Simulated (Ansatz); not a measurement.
**SiO₂ under pressure**

These are results of Ansatz 0.2.0, DFT r2SCAN, scalar-relativistic, plane waves, PAW, not measurements. Settings: 500 eV cutoff, 6×6×6 k-mesh, Gaussian smearing of 0.02 eV, no spin polarisation.

Starting point, cell and atoms relaxed:

```xyz
12
Lattice="0.0000 4.7168 7.3656 2.3572 0.0000 7.3656 2.3572 4.7168 0.0000" Properties=species:S:1:pos:R:3 pbc="T T T"
Si    3.5358    7.0752    8.2959
Si    2.3572    4.7168    4.6131
Si    2.3572    4.7168   10.1181
Si    3.5358    7.0752   13.8009
O     1.7679    5.8960    5.5242
O     1.7679    3.5376    9.2070
O     2.9465    5.8960    9.2070
O     2.9465    3.5376    5.5242
O     2.3572    1.7567    7.3656
O     2.3572    7.6768    7.3656
O     1.1786    4.1151    3.6828
O     1.1786    0.6017    3.6828
```

Cell and atoms are relaxed at each pressure within the symmetry of the start, at zero temperature, so transitions that lower the symmetry aren't seen. The k-mesh given is that at zero pressure and may differ at others. Gaps are generalised Kohn–Sham gaps over the whole zone.

Give the structure at 30 GPa.

```xyz
12
Lattice="0.0000 4.3504 7.2620 2.1469 0.0000 7.2620 2.1469 4.3504 0.0000" Properties=species:S:1:pos:R:3 pbc="T T T"
Si    3.2204    6.5255    8.1371
Si    2.1469    4.3504    4.5061
Si    2.1469    4.3504   10.0179
Si    3.2204    6.5255   13.6489
O     1.6102    5.4380    5.4465
O     1.6102    3.2628    9.0775
O     2.6836    5.4380    9.0775
O     2.6836    3.2628    5.4465
O     2.1469    1.4130    7.2620
O     2.1469    7.2877    7.2620
O     1.0735    3.5882    3.6310
O     1.0735    0.7621    3.6310
```
Symmetry: Fddd, No. 70, orthorhombic system. Conventional cell: a = 4.294 Å, b = 8.701 Å, c = 14.524 Å, α = 90.00°, β = 90.00°, γ = 90.00°. Around Si (site symmetry 2) lie 4 O at 1.53 to 1.58 Å. O (site symmetry -1) is surrounded by 2 Si at 1.53 Å. O (site symmetry 2) has 2 Si at 1.58 Å as nearest neighbours.

This form isn't the usual stable structure of the compound.